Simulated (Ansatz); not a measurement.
Se: is the k mesh converged?

Se in the trigonal chain structure, in a typed cell, not relaxed.

```yaml
# lattice in Å, fractional positions
crystal:
  lattice:
    - [2.22500, -3.85381, 0.00000]
    - [2.22500, 3.85381, 0.00000]
    - [0.00000, 0.00000, 5.05000]
  atoms:
    - { symbol: Se, position: [0.22200, 0.00000, 0.33333] }
    - { symbol: Se, position: [0.00000, 0.22200, 0.66667] }
    - { symbol: Se, position: [0.77800, 0.77800, 0.00000] }
```

Method (Ansatz, development build): PBE; Ansatz hand-made PAW at 580 eV; k mesh 6×6×4; fixed occupations; no spin. Harmonic phonons by linear response, frequencies in cm⁻¹, imaginary ones marked i; at Γ the three translations are left out and no LO–TO term is added.

Caveats: coarse k mesh; the program warns that the mesh is coarse for the field response.

At 28.87 Å³ an atom it gives top Γ mode (cm⁻¹) 228; lowest Γ mode (cm⁻¹) 91; mean ε∞ 10.06.

**Question.** Repeat on 8×8×6. Do the numbers hold?

**Answer.** 
```json
{"k mesh": "8×8×6", "cutoff (eV)": "580", "volume (Å³/atom)": "28.87", "top Γ mode (cm⁻¹)": "228", "lowest Γ mode (cm⁻¹)": "91", "mean ε∞": "10.31"}
```

Yes: these numbers hold within 3 %, and no mode moves by more than 1 cm⁻¹.
